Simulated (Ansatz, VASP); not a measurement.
Cr: VASP beside Ansatz

```
Cr
1.0
     2.47302    0.00000    0.00000
    -1.23651    2.14170    0.00000
     0.00000    0.00000    4.41770
Cr
2
Direct
  0.33333 0.66667 0.25000
  0.66667 0.33333 0.75000
```

Alike in both runs: task single point; functional RPBE; k mesh 16 × 16 × 8; occupations fermi-dirac, width 0.1 eV; no spin polarisation.

|  | VASP | Ansatz |
| --- | --- | --- |
| version | VASP 6.6.1 | Ansatz 0.2.0 |
| potentials or method | VASP PAW PBE potentials, release 64 (Cr_pv) | plane waves (420 eV) with PAW, scalar-relativistic |
| plane-wave cutoff (eV) | 520 | 420 |
| valence electrons in the cell | 24 | 28 |

VASP gave:

* pressure (GPa): 9.5
* largest component of the traceless stress (GPa): 0.60

Q: What did Ansatz give for the same quantities?

A: Pressure (GPa): 9.9; largest component of the traceless stress (GPa): 0.71.

The two sets of potentials don't hold the same shells in valence.

Caveats: the PAW data sets were made with another functional, which shifts forces and pressure a little (VASP); the run has no spin polarisation, though such a crystal can be magnetic. Spin polarisation is off, so any magnetic state and its effect on volume and gap are missing.
